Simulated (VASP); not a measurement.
Write the native input for VASP 6.6.1 that does the following.

- Task: relaxation of cell and atoms
- Functional: rev-vdW-DF2
- Potentials or basis: VASP PAW PBE potentials, release 64 (W_sv, Se)
- Cutoff: 600 eV
- k mesh: 9 × 9 × 2
- Occupations: gaussian, width 0.03 eV
- Spin: no spin polarisation
- Further INCAR settings: ALGO = Normal; EDIFF = 1e-06; IBRION = 2; EDIFFG = -0.01; NSW = 90; ISIF = 3

The structure of WSe2 lies in POSCAR:

```
WSe2
1.0
    3.2900000000      0.0000000000      0.0000000000
   -1.6450000000      2.8492235785      0.0000000000
    0.0000000000      0.0000000000     12.9700000000
W Se
2 4
Direct
    0.3333333333      0.6666666667      0.2500000000
    0.6666666667      0.3333333333      0.7500000000
    0.3333333333      0.6666666667      0.6210000000
    0.6666666667      0.3333333333      0.1210000000
    0.3333333333      0.6666666667      0.8790000000
    0.6666666667      0.3333333333      0.3790000000
```

One way to write it, as run:

INCAR

```
SYSTEM = WSe2
PREC = Accurate ; ENCUT = 600
EDIFF = 1E-6 ; ISMEAR = 0
SIGMA = 0.03 ; LREAL = .False.
LASPH = .True. ; NELM = 80
ALGO = Normal ; ISIF = 3
LWAVE = .False. ; LCHARG = .False.
GGA = MK ; LUSE_VDW = .True.
AGGAC = 0.0 ; PARAM1 = 0.1234
PARAM2 = 0.711357 ; ZAB_VDW = -1.8867
IBRION = 2 ; NSW = 90
EDIFFG = -0.01 ; KPAR = 2
```

KPOINTS

```
regular mesh
0
Gamma
  9 9 2
  0 0 0
```

Potentials or basis: VASP PAW PBE potentials, release 64 (W_sv, Se).

The run is started by

```bash
$ cat potpaw_PBE.64/W_sv/POTCAR potpaw_PBE.64/Se/POTCAR > POTCAR
$ mpirun -np 2 vasp_std > vasp.out
```

It gave:

- Relaxed volume: 20.63 Å³/atom
- Relaxed cell: a = 3.303 Å, b = 3.303 Å, c = 13.095 Å, α = 90.00°, β = 90.00°, γ = 120.00°
- Space group after relaxing (to 0.05 Å): P6_3/mmc (No. 194)
- Energy gained by relaxing: 2.7 meV/atom
- Ionic steps: 9
- Pressure after relaxing: 0.0 GPa
- Largest force after relaxing: 0.004 eV/Å
- Band gap on the k mesh: 1.05 eV, indirect (least direct gap 1.51 eV)

Caveat: the PAW data sets were made with another functional, which shifts forces and pressure a little; spin-orbit coupling is left out, which moves the levels of the heavy elements; an odd mesh through Γ misses points on the zone boundary, where band edges often lie.

Wall time 21 min on 2 MPI ranks on Intel(R) Xeon(R) Platinum 8375C CPU @ 2.90GHz (Ice Lake), on a shared host, peak memory 0.75 GiB a rank.
